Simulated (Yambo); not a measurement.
# TePb (Fm-3m) in Yambo: notebook, part 3 of 4

Yambo 5.3.0. Earlier steps stand in the parts before.

## (5) Optical spectrum by the Bethe-Salpeter equation, LDA

bse5.in

```
optics
bse
bss
rim_cut
em1s
RandQpts= 1000000
RandGvec= 50 RL
Chimod= "HARTREE"
% BndsRnXs
 1 | 45 |
%
NGsBlkXs= 3 Ry
% LongDrXs
 1 | 1 | 1 |
%
BSKmod= "SEX"
BSEmod= "resonant"
BSSmod= "d"
% BSEQptR
 1 | 1 |
%
% BSEBands
 14 | 17 |
%
BSENGexx= 30 Ry
BSENGBlk= 3 Ry
% BEnRange
 0 | 15 | eV
%
% BDmRange
 0.2 | 0.2 | eV
%
BEnSteps= 300
% BLongDir
 1 | 1 | 1 |
%
BSEprop= "abs"
WRbsWF
% KfnQP_E
 0.29 | 1.0 | 1.0 |
%
```

scf.in

```
&CONTROL
  calculation = 'scf'
  prefix = 'pwscf'
  outdir = './tmp'
  pseudo_dir = './pseudo'
/
&SYSTEM
  ibrav = 0
  nat = 2
  ntyp = 2
  ecutwfc = 80
  nbnd = 22
  occupations = 'smearing'
  smearing = 'fd'
  degauss = 0.00367493
  force_symmorphic = .true.
/
&ELECTRONS
  conv_thr = 4d-10
  electron_maxstep = 120
  mixing_beta = 0.5
/
ATOMIC_SPECIES
Pb   207.2000 Pb.upf
Te   127.6000 Te.upf
CELL_PARAMETERS angstrom
   0.0000000000    3.2310000000    3.2310000000
   3.2310000000    0.0000000000    3.2310000000
   3.2310000000    3.2310000000    0.0000000000
ATOMIC_POSITIONS crystal
Pb     0.0000000000    0.0000000000    0.0000000000
Te     0.5000000000    0.5000000000    0.5000000000
K_POINTS automatic
8 8 8 0 0 0
```

nscf.in

```
&CONTROL
  calculation = 'nscf'
  prefix = 'pwscf'
  outdir = './tmp'
  pseudo_dir = './pseudo'
/
&SYSTEM
  ibrav = 0
  nat = 2
  ntyp = 2
  ecutwfc = 80
  nbnd = 45
  occupations = 'fixed'
  force_symmorphic = .true.
/
&ELECTRONS
  conv_thr = 1d-08
  diago_full_acc = .true.
  diago_thr_init = 1d-06
/
ATOMIC_SPECIES
Pb   207.2000 Pb.upf
Te   127.6000 Te.upf
CELL_PARAMETERS angstrom
   0.0000000000    3.2310000000    3.2310000000
   3.2310000000    0.0000000000    3.2310000000
   3.2310000000    3.2310000000    0.0000000000
ATOMIC_POSITIONS crystal
Pb     0.0000000000    0.0000000000    0.0000000000
Te     0.5000000000    0.5000000000    0.5000000000
K_POINTS automatic
6 6 6 0 0 0
```

Potentials or basis: PseudoDojo 0.4.1 SR LDA standard.

Launch:

```sh
> OMP_NUM_THREADS=1 pw.x -in scf.in > scf.out
> OMP_NUM_THREADS=1 pw.x -in nscf.in > nscf.out
> cd tmp/pwscf.save; p2y; mv SAVE ../..; cd ../..
> OMP_NUM_THREADS=1 yambo
> mkdir -p bse5; ln -s $PWD/bse3/ndb.em1s* bse5/
> mkdir -p bse5; ln -s $PWD/g0w00/ndb.RIM bse5/
> OMP_NUM_THREADS=1 yambo -F bse5.in -J bse5 -C bse5_out
> OMP_NUM_THREADS=1 ypp -J bse5 -C bse5_out -e s -b 1
```

Yambo's report:

```text
[... sections 02.01 to 02.04 as in the set-up run ...]

  [02.05] Energies & Occupations
  ==============================

  [X] === General ===
  [X] Electronic Temperature                        :  0.000000  0.000000 [eV K]
  [X] Bosonic    Temperature                        :  0.000000  0.000000 [eV K]
  [X] Finite Temperature mode                       : no
  [X] El. density                                   :  0.44471E+24 [cm-3]
  [X] Fermi Level                                   :  8.674921 [eV]

  [X] === Gaps and Widths ===
  [X] Conduction Band Min                           :  0.655516 [eV]
  [X] Valence Band Max                              :  0.000000 [eV]
  [X] Filled Bands                                  :  15
  [X] Empty Bands                                   :   16   45
  [X] Direct Gap                                    :  0.655516 [eV]
  [X] Direct Gap localized at k                     :   4
  [X] Indirect Gap                                  :  0.655516 [eV]
  [X] Indirect Gap between kpts                     :   4   4
  [X] Last valence band width                       :  2.769720 [eV]
  [X] 1st conduction band width                     :  3.379446 [eV]

 [03] Transferred momenta grid and indexing
 ==========================================

 IBZ Q-points                                      :  16
 BZ  Q-points                                      :  216

 K/Q-points units:
 rlu = crystal or reduced units; cc = cartesian coordinates; iku = interal k-units

 Q [ 1]         [rlu]:  0.000000  0.000000  0.000000
 Q [ 2]         [rlu]: -0.43050E-17 -0.43050E-17  0.16667
 Q [ 3]         [rlu]: -0.86100E-17 -0.86100E-17  0.33333
 Q [ 4]         [rlu]: -0.25308E-17 -0.25308E-17 -0.50000
 Q [ 5]         [rlu]:  0.48255E-17  0.16667      0.16667
 Q [ 6]         [rlu]:  0.91808E-17  0.16667      0.33333
 Q [ 7]         [rlu]:  0.17578E-16  0.16667      0.50000
 Q [ 8]         [rlu]: -0.25308E-17  0.16667     -0.33333
 Q [ 9]         [rlu]:  0.86100E-17  0.16667     -0.16667
 Q [10]         [rlu]:  0.96509E-17  0.33333      0.33333
 Q [11]         [rlu]: -0.75654E-16  0.33333      0.50000
 Q [12]         [rlu]:  0.15652E-16  0.33333     -0.33333
 Q [13]         [rlu]: -0.14476E-16 -0.50000     -0.50000
 Q [14]         [rlu]:  0.166667  0.333333  0.500000
 Q [15]         [rlu]:  0.166667  0.333333 -0.333333
 Q [16]         [rlu]:  0.166667 -0.500000 -0.333333

 [04] Coloumb potential Random Integration (RIM)
 ===============================================

 Summary of Coulomb integrals for non-metallic bands |Q|[au] RIM/Bare

 Q [1] 0.100000E-4 0.995988 * Q [2] 0.148533 1.066458
 Q [5] 0.171511 1.065367 * Q [9] 0.242554 1.027165
 Q [6] 0.284419 1.020740 * Q [3] 0.297066 1.018308
 Q [10] 0.343023 1.014905 * Q [8] 0.373800 1.011976
 Q [14] 0.383511 1.011864 * Q [7] 0.420115 1.010077
 Q [11] 0.445599 1.009263 * Q [4] 0.445599 1.008798
 Q [12] 0.485107 1.007725 * Q [15] 0.507337 1.007200
 Q [13] 0.514534 1.007180 * Q [16] 0.542366 1.006590

 [WARNING] [BS] User bands 14-17 break level degeneracy

 [05] External/Internal QP corrections
 =====================================

 [QP_apply] Action to be applied: USER defined scissor

  [05.01]  QP corrections report
  ==============================

  [K+QP] === General ===
  [K+QP] Electronic Temperature                     :  0.000000  0.000000 [eV K]
  [K+QP] Bosonic    Temperature                     :  0.000000  0.000000 [eV K]
  [K+QP] Finite Temperature mode                    : no
  [K+QP] El. density                                :  0.44471E+24 [cm-3]
  [K+QP] Fermi Level                                :  0.000000 [eV]

  [K+QP] === Gaps and Widths ===
  [K+QP] Conduction Band Min                        :  0.945516 [eV]
  [K+QP] Valence Band Max                           :  0.000000 [eV]
  [K+QP] Filled Bands                               :  15
  [K+QP] Empty Bands                                :   16   45
  [K+QP] Direct Gap                                 :  0.945516 [eV]
[... 132 lines left out ...]
   =========================================

   [BSK] Transition groups (total):  16
   [BSK] Size (resonant):   864
   [BSK]         (total):   864
   [BSK] N. of matrices :  1

   [08.01.03] Loading Dipoles @q1
   ==============================

   [08.01.04] Independent Particles properties @q1
   ===============================================

   [WARNING] [EPS_extend] Possible inaccuracy in the EPS prolungation

   [08.01.05] BSE Kernel @q1 (Resonant CORRRELATION EXCHANGE)
   ==========================================================

   [BSE] Exchange components :  1291
   [BSE] Correlation components :    59   331

    [08.01.05.01] Screened interaction header I/O
    =============================================

    [08.01.05.02] Main kernel loop
    ==============================

    [WR./bse5//ndb.BS_Q1_CPU_0]-----------------------------------------------------
     Brillouin Zone Q/K grids (IBZ/BZ)                :   16  216   16  216
     RL vectors                                       :   6735 [WF]
     Coulomb cutoff potential                         : none
     Parallel CPUs
     Parallel Roles
     Fragmentation                                    : no
     BS kernel          wavefunctions                 : Slater exchange(X)+Perdew & Wang(C)
     Static diel. fun.  energies                      : Slater exchange(X)+Perdew & Wang(C)
     wavefunctions                                    : Slater exchange(X)+Perdew & Wang(C)
     [K] Identifier                                   :   52
     [K] Dimension                                    :   864
     [K] Bands                                        :  14  17
     [K] Exchange                                     : yes [res]
     [K] Correlation                                  : yes [res]
     [K] Kernel`s coupling                            : no
     [K] Exchange                                     : no [cpl]
     [K] Correlation                                  : no [cpl]
     [K] W interaction is bare                        : no
     [K] ALDA kernel in R-space                       : no
     [K] RL vectors                                   :  1291 [exchange]
     [K] RL vectors                                   :   59 [correlation]
     [K] E/h energy range                             : -1.000000 -1.000000 [eV]
     [K] Coupling range                               :  100.0000  100.0000 [o/o]
     [W] Interaction is diagonal                      : no
     [W] Matrix size                                  :   59
     [W] Bands                                        :    1   45
     [W] e/h energy range                             : -1.000000 -1.000000 [eV]
     [W] Poles                                        :  100.0000 [o/o]
     [W] RL vectors in the sum                        :   6735
     [W] [r,Vnl] included                             : yes
     [W] Field direction                              :  0.577350E-5  0.577350E-5  0.577350E-5
     [W] Coulomb Cutoff                               : none
     [W] Hxc Kernel                                   : HARTREE
     [RIM] RL components                              :   51 [col]
     [RIM] Random points                              :  1000000 [col]
     [SOC] Perturbative SOC                           : no
     [K] Kernel long-range exchange                   : BAR

    [08.01.05.03] Wave-Function Phases
    ==================================

    [BSE] WF phases found       :  65.69010 [o/o]

   [08.01.06] BSE solver(s) @q1
   ============================

   [08.01.07] Diago Solver @q1
   ===========================

   [WR./bse5//ndb.BS_diago_Q1]-----------------------------------------------------
    BS kernel          energies                      : Slater exchange(X)+Perdew & Wang(C)+ user defined corrections @E
    [K] Identifier                                   :   52
    [K] Dimension                                    :   864
    [K] Bands                                        :  14  17
    [K] Exchange                                     : yes [res]
    [K] Correlation                                  : yes [res]
    [K] Kernel`s coupling                            : no
    [K] Exchange                                     : no [cpl]
    [K] Correlation                                  : no [cpl]
    [K] W interaction is bare                        : no
    [K] ALDA kernel in R-space                       : no
    [K] RL vectors                                   :  1291 [exchange]
    [K] RL vectors                                   :   59 [correlation]
    [K] E/h energy range                             : -1.000000 -1.000000 [eV]
    [K] Coupling range                               :  100.0000  100.0000 [o/o]
    [W] Interaction is diagonal                      : no
    [W] Matrix size                                  :   59
    [W] Bands                                        :    1   45
    [W] e/h energy range                             : -1.000000 -1.000000 [eV]
    [W] Poles                                        :  100.0000 [o/o]
    [W] RL vectors in the sum                        :   6735
    [W] [r,Vnl] included                             : yes
    [W] Field direction                              :  0.577350E-5  0.577350E-5  0.577350E-5
    [W] Coulomb Cutoff                               : none
    [W] Hxc Kernel                                   : HARTREE
    [RIM] RL components                              :   51 [col]
    [RIM] Random points                              :  1000000 [col]
    [SOC] Perturbative SOC                           : no
    [K] Kernel long-range exchange                   : BAR
    [BSS] Eigenstates included                       : yes
    [BSS] Field direction                            :  0.577350E-5  0.577350E-5  0.577350E-5
    [BSS] Eigenstates computed                       :   864
    [BSS] Number of BSE matrices                     :  1

   [WARNING] [EPS_extend] Possible inaccuracy in the EPS prolungation
```

What came out:

- Band gap on the k mesh, mean-field level: 0.66 eV, direct
- Exciton binding energy: 0.04 eV
- Lowest exciton energy: 0.90 eV
- Lowest bright exciton energy: 0.91 eV

Dielectric function (along the field direction of the input):
```tsv
energy (eV)	real part	imaginary part
0.25	14.86	1.71
1.00	22.04	7.23
1.76	35.65	36.95
2.56	-28.61	27.92
3.31	-16.46	7.73
4.11	-11.36	3.73
4.87	-7.94	1.74
5.67	-5.33	1.30
6.42	-5.76	3.12
7.22	-4.84	0.48
7.98	-3.95	0.54
8.78	-3.23	0.16
9.53	-2.72	0.12
10.33	-2.31	0.09
11.09	-2.01	0.07
11.89	-1.74	0.06
12.64	-1.54	0.05
13.44	-1.35	0.04
14.20	-1.20	0.04
15.00	-1.05	0.03
```

Lowest exciton energies (eV): 0.90, 0.91, 0.91, 0.91, 1.48, 1.48, 1.48, 1.48

Excitons:
| energy (eV) | strength (relative to the strongest) |
| --- | --- |
| 0.905 | 2.2e-09 |
| 0.906 | 0.061 |
| 0.906 | 0.06 |
| 0.906 | 0.062 |
| 1.480 | 0.21 |
| 1.481 | 0.17 |
| 1.481 | 0.16 |
| 1.484 | 3e-09 |
| 1.734 | 0.15 |
| 1.734 | 0.14 |
| 1.736 | 0.063 |
| 1.738 | 2.3e-08 |

Caveat: the scissor is the correction of the direct gap in an earlier G0W0 run on the same states; exciton energies and binding change strongly with the k mesh and aren't converged on this one; the real part holds the resonant terms alone and isn't the full dielectric function; spectra need much finer meshes, so this one isn't converged; spin-orbit coupling is left out, which as a rule narrows the gap of such compounds by several tenths of an eV. A k mesh can miss the band edges.

(Part 3 of 4 ends here.)
